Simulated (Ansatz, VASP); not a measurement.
## One calculation of S, two programs

POSCAR

```
S
1.0
    0.0000000000      2.8960981135      2.8960981135
    2.8960981135      0.0000000000      2.8960981135
    2.8960981135      2.8960981135      0.0000000000
S
2
Direct
    0.0000000000      0.0000000000      0.0000000000
    0.2500000000      0.2500000000      0.2500000000
```

The input INCAR.step1:

```
SYSTEM = S
PREC = Accurate
ENCUT = 520
ISMEAR = -1
SIGMA = 0.05
LREAL = .False.
LASPH = .True.
NELM = 100
NBANDS = 13
GGA = PE
ALGO = Normal
EDIFF = 1E-4
LWAVE = .True.
LCHARG = .False.
```

The input INCAR.step2:

```
SYSTEM = S
PREC = Accurate
ENCUT = 520
EDIFF = 1E-8
ISMEAR = -1
SIGMA = 0.05
LREAL = .False.
LASPH = .True.
NELM = 100
ALGO = Normal
ISIF = 2
LWAVE = .False.
LCHARG = .False.
METAGGA = R2SCAN
LMIXTAU = .True.
LEFG = .True.
NBANDS = 13
ISTART = 1
```

Contents of KPOINTS:

```
Automatic mesh
0
Gamma
  12 12 12
  0 0 0
```

Input for Ansatz:

```yaml
crystal:
  lattice:
    - [0.0, 2.8960981135, 2.8960981135]
    - [2.8960981135, 0.0, 2.8960981135]
    - [2.8960981135, 2.8960981135, 0.0]
  atoms:
    - { symbol: S, position: [0.0, 0.0, 0.0] }
    - { symbol: S, position: [0.25, 0.25, 0.25] }
kpoints:
  mp_grid: { grid: [12, 12, 12] }
  band_path:
    path:
      - [0.0, 0.0, 0.0]
      - [0.5, 0.0, 0.5]
      - [0.625, 0.25, 0.625]
      - [0.375, 0.375, 0.75]
      - [0.0, 0.0, 0.0]
      - [0.5, 0.5, 0.5]
      - [0.5, 0.25, 0.75]
      - [0.5, 0.0, 0.5]
    npoints: 5
scf:
  occupations: { method: fermi_dirac, width: 0.05 }
hamiltonian:
  xc: r2scan
  pseudopotentials: { kind: paw }
output:
  forces: true
  stress: true
  eigenvalues: true
  efg: { contact_densities: true }
```

Alike in both runs: task electric field gradients; functional r2SCAN; k mesh 12 × 12 × 12; occupations fermi-dirac, width 0.05 eV; no spin polarisation.

|  | VASP | Ansatz |
| --- | --- | --- |
| version | VASP 6.6.1 | Ansatz 0.2.0 |
| potentials or method | VASP PAW PBE potentials, release 64 (S) | PAW with Ansatz's default frozen-core files, scalar-relativistic |
| plane-wave cutoff (eV) | 520 | 500 |
| valence electrons in the cell | 12 | 12 |

Ansatz gave:

| Quantity | Value |
| --- | --- |
| pressure (GPa) | -0.8 |
| Vzz of the field gradient on the site that differs most (V/Å²) | 0.0 |

What did VASP give for the same quantities?

Pressure (GPa): -0.9; Vzz of the field gradient on the site that differs most (V/Å²): 0.0.

Caveats: the PAW data sets were made with another functional, which shifts forces and pressure a little (VASP).
